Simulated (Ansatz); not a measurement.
# GaP: energy along a strain

GaP, F-43m, a = 5.451 Å (as given, not relaxed at this level: -2.7 GPa). Ansatz: LDA, PAW, 420 eV, Γ-centred 8×8×8 mesh on 2 atoms, Gaussian smearing 0.05 eV; no spin polarisation. Cell vectors (Å): 0.000 2.725 2.725; 2.725 0.000 2.725; 2.725 2.725 0.000. The cell is strained by x per cent times the pattern (0 1 0 0 0 0) in the order xx yy zz yz xz xy (engineering shears), with fractional coordinates held. y is the free energy over the start, V0 = 20.240 Å³/atom.

| x (%) | y (meV/atom) |
| --- | --- |
| -6.00 | 9.96 |
| -4.50 | 1.51 |
| -3.00 | -2.88 |
| -1.50 | -3.34 |
| 0.00 | 0.00 |
| 1.50 | 7.03 |
| 3.00 | 17.62 |
| 4.50 | ? |
| 5.25 | 39.86 |
| 6.00 | 48.89 |

Fit y = c1 x + c2 x² + c3 x³ to the other rows, get the stiffness along the pattern, and predict the missing energy.

Least squares on the rows shown. y = 3.4733 x + 0.81759 x² − 0.0063542 x³. The clamped-ion stiffness p·C·p = 2 × 8.176 eV × 160.2 / 20.240 Å³ = 129 GPa, which is C22 in these axes (C11 of the cubic crystal) (second derivative at the start, which stands under stress). At x = 4.50 the fit asked for gives 31.61 meV/atom. The run gave 31.62 meV/atom, so the fit is 0.01 meV/atom too low, within twice the rms miss on the fitted rows (0.009 meV/atom).

Cost: 10 runs of about 0.83 core-minutes in all, on AMD EPYC (Zen 3) (shared hosts).